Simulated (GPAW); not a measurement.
Set up this calculation in GPAW 26.7.0, as an ASE script.

```
Task                : single point
Functional          : PBE
Potentials or basis : GPAW PAW data sets (gpaw-data 1.2.1)
Cutoff              : 600 eV
Basis               : pw
k mesh              : 12 × 12 × 12
Occupations         : gaussian, width 0.05 eV
Spin                : no spin polarisation
Maxiter             : 150
```

The structure of Sb lies in Sb.xyz:

```xyz
1
Lattice="-1.5765401831 1.5765401831 2.7119384313 1.5765401831 -1.5765401831 2.7119384313 1.5765401831 1.5765401831 -2.7119384313" Properties=species:S:1:pos:R:3 pbc="T T T"
Sb     0.0000000000      0.0000000000      0.0000000000
```

This isn't the form of Sb at room conditions, which is rhombohedral.

The input as run:

run.py

```python
from ase.dft.bandgap import bandgap
from ase.io import read, write
from ase.units import Bohr, GPa
from gpaw import GPAW, PW
from gpaw.elf import elf_from_dft_calculation

atoms = read('Sb.xyz')

calc = GPAW(mode=PW(600),
            xc='PBE',
            kpts={'size': (12, 12, 12), 'gamma': True},
            occupations={'name': 'methfessel-paxton', 'order': 0, 'width': 0.05},
            nbands=15,
            convergence={'density': 1e-05, 'energy': 1e-05},
            maxiter=150,
            txt='gpaw.txt')
atoms.calc = calc
energy = atoms.get_potential_energy()
forces = atoms.get_forces()
stress = atoms.get_stress()
calc.write('gs.gpw')
write('result.traj', atoms)
print(f'Energy: {energy:.6f} eV')
print('Forces (eV/A):')
print(forces.round(4))
print('Stress (GPa):', (stress / GPa).round(3))
print('Fermi level:', round(calc.get_fermi_level(), 4), 'eV')
print(f'Gap: {bandgap(calc)[0]:.4f} eV, direct: {bandgap(calc, direct=True)[0]:.4f} eV')

# fields on the real-space grid
write('density.cube', atoms, data=calc.get_pseudo_density() * Bohr**3)
write('potential.cube', atoms, data=calc.get_electrostatic_potential())
write('elf.cube', atoms, data=elf_from_dft_calculation(calc).data)
```

Potentials or basis: GPAW PAW data sets (gpaw-data 1.2.1), pw.

Command:

```bash
$ OMP_NUM_THREADS=1 python run.py
```

Results of the run:

```yaml
Pressure: 1.4 GPa
Band_gap_on_the_k_mesh: none (metal or under the smearing width)
```

It took 30 s on 1 thread of Arm Neoverse V1, with other jobs on the host, peak memory 0.18 GiB.
